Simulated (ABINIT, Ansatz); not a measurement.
# Quasiparticle gap of LiH (Fm-3m) in ABINIT, part 2 of 2

Wanted: ground state, empty states, screening and self-energy for LiH (Fm-3m).

ABINIT 10.8.3; PBE and many-body steps on it, plane waves. Known limits of the many-body steps: not at the basis limit.

So far. Step 2 (Ground state): The gap is direct, at (0.500, 0.500, 0.000). Step 3 (Bands along the symmetry lines): The gap is 3.022 eV, as in the run before at this level.

The database entry behind the starting cell differs from later determinations by our own check (the deuteride, about 0.2 % short), so it need not match the best structure at ambient conditions.

**4. Empty states on the mesh, 8×8×8 mesh, 316 bands**

Level of this step: DFT, PBE, plane waves, norm-conserving pseudopotentials (ABINIT).

The sums over transitions need many empty states on a uniform mesh; this step solves for them.

run.abi

```
acell 3*1.0 Angstrom
rprim 
  -0.000000000000 2.036750000000 2.036750000000
  2.036750000000 -0.000000000000 2.036750000000
  2.036750000000 2.036750000000 -0.000000000000
ntypat 2
znucl 3 1
natom 2
typat 1 2
xred 
  0.000000000000 0.000000000000 0.000000000000
  0.500000000000 0.500000000000 0.500000000000
pp_dirpath "pseudos"
pseudos "Li.upf, H.upf"
ecut 33
ngkpt 8 8 8
nshiftk 1
shiftk 0 0 0
kptopt 1
chksymbreak 0
irdden 1
istwfk *1
nband 316
prtvol 0
optdriver 6
gwr_task "HDIAGO"
paral_kgb 0
occopt 1
indata_prefix "in"
outdata_prefix "out"
tmpdata_prefix "tmp"
```

Command:

```bash
$ OMP_NUM_THREADS=1 mpirun -n 8 abinit run.abi > log
```

Numbers of over 12 decimals in the logs are rounded to 6 here.

Output:

```text
[banner, memory and clock lines left out]
.Version 10.8.3 of ABINIT. v10.8.2 released Aug 2026.

 Symmetries : space group Fm -3 m (#225); Bravais cF (face-center cubic)
[... echo of the input left out ...]
== DATASET  1 ==================================================================
-   mpi_nproc: 8, omp_nthreads: 1 (-1 if OMP is not activated)

--- !DatasetInfo
iteration_state: {dtset: 1, }
dimensions: {natom: 2, nkpt: 29, mband: 316, nsppol: 1, nspinor: 1, nspden: 1, mpw: 1056, }
cutoff_energies: {ecut:  33.0, pawecutdg:  -1.0, }
electrons: {nelect:   4.00000000E+00, charge:   0.00000000E+00, occopt:   1.00000000E+00, tsmear:   1.00000000E-02, }

.Using double precision arithmetic; gwpc =  8

- Reading GS density from: in_DEN

--- Pseudopotential description ------------------------------------------------
- Li Generated using ONCVPSP code by D. R. Hamann
-  3.00000   3.00000  171031                  znucl, zion, pspdat
12 -101130 1 -1 1944                          pspcod,pspxc,lmax,lloc,mmax
     nproj     2     2
  pspatm : epsatm=    2.74360059
         --- l  ekb(1:nproj) -->
             0   -4.951544   -1.544797
             1   -2.250661   -0.474685
 pspatm: atomic psp has been read  and splines computed

- H Generated using ONCVPSP code by D. R. Hamann
-  1.00000   1.00000  171031                  znucl, zion, pspdat
12 -101130 1 -1 1166                          pspcod,pspxc,lmax,lloc,mmax
     nproj     2     1
  pspatm : epsatm=    0.36186929
         --- l  ekb(1:nproj) -->
             0   -1.701123   -0.534484
             1   -0.503321
 pspatm: atomic psp has been read  and splines computed

   1.24218795E+01                                ecore*ucvol(ha*bohr**3)

 Total charge density [el/Bohr^3]
)     Maximum=    2.7888E+00  at reduced coord.    0.0000    0.0000    0.0000
)     Minimum=    6.8615E-03  at reduced coord.    0.2667    0.2333    0.2333
   Integrated=    4.0000E+00

 === KS gaps after direct diagonalization ===
 Direct band gap semiconductor
 Fundamental gap:     3.022 (eV)
   VBM:    -0.348 (eV) at k: [ 5.0000E-01,  5.0000E-01,  0.0000E+00]
   CBM:     2.674 (eV) at k: [ 5.0000E-01,  5.0000E-01,  0.0000E+00]
 Direct gap:         3.022 (eV) at k: [ 5.0000E-01,  5.0000E-01,  0.0000E+00]

== END DATASET(S) ==============================================================

 -outvars: echo values of variables after computation  --------
           etotal      0.0000000000E+00
            nband         316
             nkpt          29
          spgroup         225
 [... the other variables as echoed above ...]

 Calculation completed.
```

Run time: 5.2 s. Hardware: 8 MPI ranks of Intel Xeon Platinum 8488C (Sapphire Rapids), shared host; peak memory 1 GiB; 40 s of CPU time.

This step gave:

* gap: 3.022 eV
* k of the valence top: 0.5, 0.5, 0
* k of the conduction bottom: 0.5, 0.5, 0
* least direct gap: 3.022 eV
* k points computed: 29
* lowest point of the top converged band, above the valence top: 385.4766 eV

On this mesh the gap is 3.022 eV.

**5. Screening, 8×8×8 mesh, 308 bands, screening to 435.4 eV**

The RPA dielectric matrix is built and inverted for each q.

This step: RPA screening on PBE, plane waves, norm-conserving pseudopotentials.

run.abi, as its differences from that of step 4:

```diff
@@ -20,10 +20,11 @@
 chksymbreak 0
-irdden 1
 istwfk *1
-nband 316
-prtvol 0
-optdriver 6
-gwr_task "HDIAGO"
-paral_kgb 0
 occopt 1
+irdwfk 1
+optdriver 3
+nband 308
+ecuteps 16
+inclvkb 2
+awtr 1
+symchi 1
 indata_prefix "in"
```

Output:

```text
.Version 10.8.3 of ABINIT. v10.8.2 released Aug 2026.

 Symmetries : space group Fm -3 m (#225); Bravais cF (face-center cubic)
[... echo of the input left out ...]
== DATASET  1 ==================================================================
-   mpi_nproc: 8, omp_nthreads: 1 (-1 if OMP is not activated)

--- !DatasetInfo
iteration_state: {dtset: 1, }
dimensions: {natom: 2, nkpt: 29, mband: 308, nsppol: 1, nspinor: 1, nspden: 1, mpw: 1056, }
cutoff_energies: {ecut:  33.0, pawecutdg:  -1.0, }
electrons: {nelect:   4.00000000E+00, charge:   0.00000000E+00, occopt:   1.00000000E+00, tsmear:   1.00000000E-02, }

 SCREENING: Calculation of the susceptibility and dielectric matrices

 Based on a program developped by R.W. Godby, V. Olevano, G. Onida, and L. Reining.
 Incorporated in ABINIT by V. Olevano, G.-M. Rignanese, and M. Torrent.
.Using double precision arithmetic ; gwpc =  8

[... cell and pseudopotentials left out ...]
--------------------------------------------------------------------------------

 ==== K-mesh for the wavefunctions ====
 Number of points in the irreducible wedge :    29
[... list of points left out ...]
 Together with 48 symmetry operations and time-reversal symmetry
 yields   512 points in the full Brillouin Zone.

 ==== Q-mesh for the screening function ====
 Number of points in the irreducible wedge :    29
[... list of points left out ...]
 Together with 48 symmetry operations and time-reversal symmetry
 yields   512 points in the full Brillouin Zone.

 setmesh: FFT mesh size selected  =    24x   24x   24
          total number of points  =        13824

 vcoul_init : cutoff-mode = AUXILIARY_FUNCTION
 q-points for optical limit:   1
     1)      0.000010    0.000020    0.000030

- screening: taking advantage of time-reversal symmetry
- Maximum band index for partially occupied states nbvw = 2
- Remaining bands to be divided among processors   nbcw = 306
- Number of bands treated by each node ~38

 Number of electrons calculated from density =    4.0000; Expected =    4.0000
 average of density, n =  0.035077
 r_s =    1.8951
 omega_plasma =   18.0662 [eV]

 calculating chi0 at frequencies [eV] :
  1    0.000000E+00    0.000000E+00
  2    0.000000E+00    1.806615E+01

--------------------------------------------------------------------------------
  q-point number  1        q = ( 0.000000, 0.000000, 0.000000) [r.l.u.]
--------------------------------------------------------------------------------
[... chi0 elements left out ...]
 For q-point:  0.000010 0.000020 0.000030
  dielectric constant =   4.0088
  dielectric constant without local fields =   4.4048

  Average fulfillment of the sum rule on Im[epsilon] for q-point    1 :    103.13  [%]
[... wings left out ...]
  q-point number  2        q = ( 0.125000, 0.000000, 0.000000) [r.l.u.]
--------------------------------------------------------------------------------
[... chi0 elements left out ...]
  Average fulfillment of the sum rule on Im[epsilon] for q-point    2 :    105.27  [%]

 [... 27 further q-points ...]
```

Wall time 3.6 min (8 MPI ranks); peak memory 4.4 GiB.

This step gave:

- ε∞ with local fields, on this mesh, along the program's q direction: 4.009
- the same without local fields: 4.405
- plasma frequency: 18.07 eV
- plane waves in the screening matrix: 339

Local fields lower ε∞ by 9 %.

**6. Self-energy, 8×8×8 mesh, 308 bands, screening to 435.4 eV**

The self-energy is evaluated for the states that the input lists, and the levels follow from it, in one-shot runs by the linearised quasiparticle equation.

This step: G0W0 on PBE, plane waves, norm-conserving pseudopotentials.

run.abi, as its differences from that of step 5:

```diff
@@ -23,8 +23,17 @@
 irdwfk 1
-optdriver 3
+optdriver 4
 nband 308
+gwcalctyp 0
+ecutsigx 33
+symsigma 1
+nkptgw 2
+kptgw 
+  0.5000000000 0.5000000000 0.0000000000
+  0.0000000000 0.0000000000 0.0000000000
+bdgw 
+  1 5
+  1 6
 ecuteps 16
-inclvkb 2
-awtr 1
-symchi 1
+irdscr 1
+ppmodel 1
 indata_prefix "in"
```

Output:

```text
.Version 10.8.3 of ABINIT. v10.8.2 released Aug 2026.

 Symmetries : space group Fm -3 m (#225); Bravais cF (face-center cubic)
[... echo of the input left out ...]
== DATASET  1 ==================================================================
-   mpi_nproc: 8, omp_nthreads: 1 (-1 if OMP is not activated)

--- !DatasetInfo
iteration_state: {dtset: 1, }
dimensions: {natom: 2, nkpt: 29, mband: 308, nsppol: 1, nspinor: 1, nspden: 1, mpw: 1056, }
cutoff_energies: {ecut:  33.0, pawecutdg:  -1.0, }
electrons: {nelect:   4.00000000E+00, charge:   0.00000000E+00, occopt:   1.00000000E+00, tsmear:   1.00000000E-02, }

 SIGMA: Calculation of the GW corrections

 Based on a program developped by R.W. Godby, V. Olevano, G. Onida, and L. Reining.
 Incorporated in ABINIT by V. Olevano, G.-M. Rignanese, and M. Torrent.
.Using double precision arithmetic ; gwpc =  8

[... cell and pseudopotentials left out ...]
--------------------------------------------------------------------------------

 ==== K-mesh for the wavefunctions ====
 Number of points in the irreducible wedge :    29
[... list of points left out ...]
 Together with 48 symmetry operations and time-reversal symmetry
 yields   512 points in the full Brillouin Zone.

 ==== Q-mesh for screening function ====
 Number of points in the irreducible wedge :    29
[... list of points left out ...]
 Together with 48 symmetry operations and time-reversal symmetry
 yields   512 points in the full Brillouin Zone.

 vcoul_init : cutoff-mode = AUXILIARY_FUNCTION
 q-points for optical limit:   1
     1)      0.000010    0.000020    0.000030
 setmesh: FFT mesh size selected  =    30x   30x   30
          total number of points  =        27000

 Number of electrons calculated from density =    4.0000; Expected =    4.0000
 average of density, n =  0.035077
 r_s =    1.8951
 omega_plasma =   18.0662 [eV]

 === KS Band Gaps ===
  >>>> For spin  1
   Minimum direct gap =   3.0221 [eV], located at k-point      :   0.5000  0.5000  0.0000
   Fundamental gap    =   3.0221 [eV], Top of valence bands at :   0.5000  0.5000  0.0000
                                       Bottom of conduction at :   0.5000  0.5000  0.0000
 SIGMA fundamental parameters:
 PLASMON POLE MODEL  1
 number of plane-waves for SigmaX                 1037
 number of plane-waves for SigmaC and W            339
 number of plane-waves for wavefunctions          1037
 number of bands                                   308
 number of independent spin polarizations            1
 number of spinorial components                      1
 number of k-points in IBZ                          29
 number of q-points in IBZ                          29
 number of symmetry operations                      48
 number of k-points in BZ                          512
 number of q-points in BZ                          512
 number of frequencies for dSigma/dE                 9
 frequency step for dSigma/dE [eV]                0.25
 number of omega for Sigma on real axis              0
 max omega for Sigma on real axis  [eV]           0.00
 zcut for avoiding poles [eV]                     0.10

 EPSILON^-1 parameters (SCR file):
 dimension of the eps^-1 matrix on file            339
 dimension of the eps^-1 matrix used               339
 number of plane-waves for wavefunctions          1037
 number of bands                                   308
 number of q-points in IBZ                          29
 number of frequencies                               2
 number of real frequencies                          1
 number of imag frequencies                          1

 matrix elements of self-energy operator (all in [eV])

 Perturbative Calculation

--- !SelfEnergy_ee
iteration_state: {dtset: 1, }
kpoint     : [   0.500,    0.500,    0.000, ]
spin       : 1
KS_gap     :    3.022
QP_gap     :    4.999
Delta_QP_KS:    1.977
data: !SigmaeeData |
     Band     E0 <VxcDFT>   SigX SigC(E0)      Z dSigC/dE  Sig(E)    E-E0       E
        1 -44.599 -25.708 -39.786   5.338   0.763  -0.311 -32.377  -6.669 -51.267
        2  -0.348 -11.306 -14.553   1.331   0.772  -0.296 -12.785  -1.479  -1.827
        3   2.674  -7.648  -3.711  -3.323   0.812  -0.232  -7.149   0.498   3.172
        4  10.239  -8.235  -2.670  -4.553   0.779  -0.283  -7.446   0.789  11.028
        5  10.239  -8.235  -2.670  -4.553   0.779  -0.283  -7.446   0.789  11.028

--- !SelfEnergy_ee
iteration_state: {dtset: 1, }
kpoint     : [   0.000,    0.000,    0.000, ]
spin       : 1
KS_gap     :   20.729
QP_gap     :   22.847
Delta_QP_KS:    2.118
data: !SigmaeeData |
     Band     E0 <VxcDFT>   SigX SigC(E0)      Z dSigC/dE  Sig(E)    E-E0       E
        1 -44.649 -25.626 -39.725   5.344   0.771  -0.298 -32.372  -6.746 -51.395
        2  -5.602  -9.916 -15.631   3.330   0.714  -0.400 -11.619  -1.703  -7.305
        3  15.128 -11.718  -4.656  -6.432   0.658  -0.520 -11.304   0.415  15.542
        4  17.057  -8.964  -2.438  -5.461   0.718  -0.392  -8.199   0.765  17.822
        5  17.057  -8.964  -2.438  -5.461   0.718  -0.392  -8.199   0.765  17.822
        6  17.057  -8.964  -2.438  -5.461   0.718  -0.392  -8.199   0.765  17.822

== END DATASET(S) ==============================================================
================================================================================

 -outvars: echo values of variables after computation  --------
           etotal      0.0000000000E+00
            nband         308
             nkpt          29
          spgroup         225
 [... the other variables as echoed above ...]

 Calculation completed.
```

The job ended after 82 s (8 MPI ranks; peak memory 4.4 GiB).

This step gave:

```yaml
g0w0_gap_on_the_points_computed: 4.999 eV
starting_gap_on_the_mesh: 3.022 eV
k_of_the_valence_top: 0.5, 0.5, 0
k_of_the_conduction_bottom: 0.5, 0.5, 0
z_at_the_valence_top: 0.772
z_at_the_conduction_bottom: 0.812
least_direct_g0w0_gap_on_the_computed_points: 4.999 eV
```

The gap on the mesh goes from 3.02 eV to 5.00 eV, a correction of +1.98 eV.

Limits: finite bands, cutoff and mesh. v1 is the top filled band, c1 the lowest empty one. The levels before and after the correction (eV, zero at the valence-band top of each column):

|  | conduction bottom | valence top |
| --- | --- | --- |
| Kohn-Sham | 3.02 | 0.00 |
| G0W0 | 5.00 | 0.00 |

|  | level | energy (eV) |
| --- | --- | --- |
| Kohn-Sham | (0.5 0.5 0) v2 | -44.251 |
| Kohn-Sham | (0.5 0.5 0) v1 | 0.000 |
| Kohn-Sham | (0.5 0.5 0) c1 | 3.022 |
| Kohn-Sham | (0.5 0.5 0) c2-c3 | 10.588 |
| G0W0 | (0.5 0.5 0) v2 | -49.440 |
| G0W0 | (0.5 0.5 0) v1 | 0.000 |
| G0W0 | (0.5 0.5 0) c1 | 4.999 |
| G0W0 | (0.5 0.5 0) c2-c3 | 12.855 |

**7. Where the time went**

Times are wall times on 8 MPI ranks of Intel Xeon Platinum 8488C (Sapphire Rapids), shared host, good to a factor of about two.

| step | time | share | memory (GiB) |
| --- | --- | --- | --- |
| ground state | 2 s | 1 % | 0.08 |
| bands along the symmetry lines | 1.9 s | 1 % | 0.07 |
| empty states on the mesh | 5.2 s | 2 % | 1.0 |
| screening | 3.6 min | 71 % | 4.4 |
| self-energy | 82 s | 26 % | 4.4 |

**8. Outcome**

```
PBE gap              : 3.02 eV, direct
G0W0 gap on the mesh : 5.00 eV
GW settings          : 8×8×8 mesh, 308 bands, screening to 435.4 eV, Godby-Needs plasmon pole
known limits         : not at the basis limit
```

What this shows: G0W0 moves the gap on the mesh from 3.02 eV to 5.00 eV (+1.98 eV), with Z of 0.77 and 0.81 at the edges. Local fields lower the RPA ε∞ on this mesh from 4.40 to 4.01. Only 2 of the mesh's irreducible points were corrected, so a valley elsewhere could overtake. The dearest step here is «screening». Bands and cutoff are finite, so the gap is not at the basis limit. The miss can reach some tenths of an eV and take either sign; the mesh is an error of its own. In the G0W0 run levels were corrected at 2 k points alone, so a gap called «on the mesh» is the least over those, and an edge elsewhere would be missed.

[Paths, hosts, dates, memory and timing lines, banners, echoed tables and standing remarks are left out of the program output.]

[Logs are printed without paths, hosts, clocks, repeated set-up lines and the standing remarks that a program may print on its own settings, such as how far it seeks lower states.]

[Runs of the session that timed out or met a known fault of the program may be left out.]

[Hosts, paths, dates, database ids (printed as entryN), source tags and the programs' standing remarks are cut or masked in the printed files.]

[G0W0 gaps are taken among the corrected bands and points alone; a level outside them can change the order at an edge.]

[Where Ansatz stands beside ABINIT at settings called matched, ABINIT's density can come from a denser mesh and the files from another edition; pairs whose starting gaps differed by over 0.03 eV were left out, so agreement reads better than it is.]
